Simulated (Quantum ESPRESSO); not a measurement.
Crystal: ZnS.

```
CELL_PARAMETERS angstrom
0.00000 2.70200 2.70200
2.70200 0.00000 2.70200
2.70200 2.70200 0.00000
ATOMIC_POSITIONS crystal
Zn 0.75000 0.75000 0.75000
S 0.00000 0.00000 0.00000
```

Program: Quantum ESPRESSO 7.5. Alike in all runs: no spin polarisation; cell as given; smearing fermi-dirac 0.05 eV.

Question: Order these runs on this cell by their pressure, lowest first.
A. level LDA; potentials or basis GBRV 1.5 LDA; k mesh 9 × 9 × 9; cutoff (eV) 612; SCF threshold 4e-10 Ry; form of the LDA correlation PZ81; mesh quality not flagged
B. level WC; potentials or basis SG15 PBE 1.2; k mesh 6 × 6 × 6, shifted; cutoff (eV) 952; SCF threshold 4e-10 Ry; mesh quality not flagged
C. level BLYP; potentials or basis SG15 PBE 1.2; k mesh 6 × 6 × 6, shifted; cutoff (eV) 952; SCF threshold 4e-10 Ry; mesh quality not flagged
D. level PBE; potentials or basis SG15 PBE 1.2; k mesh 4 × 4 × 4; cutoff (eV) 952; SCF threshold 4e-10 Ry; mesh quality coarse
E. level r2SCAN; potentials or basis SG15 PBE 1.2; k mesh 7 × 7 × 7; cutoff (eV) 952; SCF threshold 1e-08 Ry; symmetry off; mesh quality not flagged

Answer: A (-4.7 GPa), B (-1.7 GPa), E (0.0 GPa), D (2.0 GPa), C (4.7 GPa).

Caveats: some runs use coarse meshes; the potentials were made for another functional, which shifts forces and pressure (some runs); the cell is more than 3 GPa from zero pressure, which shifts response properties (some runs).

Not every run made on this cell is shown here.
